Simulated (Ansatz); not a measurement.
# Ge in Ansatz: the effect of exact exchange

Ge:

```
CELL_PARAMETERS angstrom
-2.57449 2.57449 1.39741
2.57449 -2.57449 1.39741
2.57449 2.57449 -1.39741
ATOMIC_POSITIONS crystal
Ge 0.26042 0.74061 0.49484
Ge 0.48958 0.50939 0.00516
```

This isn't the form of Ge at room conditions, which is diamond.

The cell isn't the ideal one: atom 1 moved 0.15 Å.

Alike in all runs:

| Item | Value |
| --- | --- |
| Program | Ansatz 0.2.0 |
| Task | single point |
| Functional | HSE06 form with a typed share of exact exchange |
| Potentials or basis | Ansatz PAW |
| Cutoff | 420 eV (not typed: the program's choice for these potentials) |
| k mesh | 6 × 6 × 4 |
| Occupations | fermi-dirac, width 0.05 eV |
| Spin | no spin polarisation |

```tsv
exact exchange	pressure (GPa)	largest force (eV/Å)
0.05	3.2	0.60
0.1	2.6	0.59
0.15	2.0	0.58
0.2	?	?
0.25	0.8	0.57
0.3	0.2	0.56
0.4	-0.9	0.55
0.5	-2.1	0.54
```

What does the run with exact exchange 0.2 give?

Pressure 1.4 GPa; largest force 0.58 eV/Å.

Worked out: A straight line through the other rows of the pressure, of slope -11.8 GPa per unit of exact exchange, gives 1.4 GPa, against the run's 1.4. A straight line through the other rows of the largest force, of slope -0.131 eV/Å per unit of exact exchange, gives 0.58 eV/Å, against the run's 0.58.

Caveats: all runs use coarse meshes; the PAW data sets come from PBE, with cores solved anew for the run's functional, which leaves a small shift of forces and pressure; the thresholds are loose for stress.
